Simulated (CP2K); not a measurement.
Runs of CP2K 2026.2 on In. It takes space group P6_3/mmc (No. 194, hexagonal). The conventional cell has a = 3.335 Å, b = 3.335 Å, c = 5.509 Å, α = 90.00°, β = 90.00°, γ = 120.00°. In (site symmetry -6m2) is surrounded by 12 In at 3.34 to 3.36 Å. This isn't the form of In at room conditions, which is tetragonal.

```tsv
level	cutoff of the non-local correlation (Ry)	gap on the mesh (eV)	pressure (GPa)
PBE	-	none	1.8
PBEsol	-	none	-1.0
rev-vdW-DF2	300	none	1.3
WC	-	none	-0.8
r2SCAN	-	none	(a)
RPBE	-	none	3.2
LDA	-	none	(b)
```

Alike in all rows: task single point; potentials or basis POTENTIAL_UZH In GTH-PBE-q13; TZVP-MOLOPT-PBE-GTH basis; no spin polarisation; cell as given; k mesh 9 × 9 × 5; smearing fermi-dirac 0.05 eV.

**Question.** Fill in the values left out.

**Answer.** (a) -0.4; (b) -2.2.

Caveats: the basis of atomic orbitals isn't converged, which shifts pressures, moduli and gaps; the potentials were made for another functional, which shifts forces and pressure (some runs).

A k mesh can miss the band edges, and the runs leave out spin-orbit coupling on In.

A gap of «none» marks a metal or a gap under the smearing width.
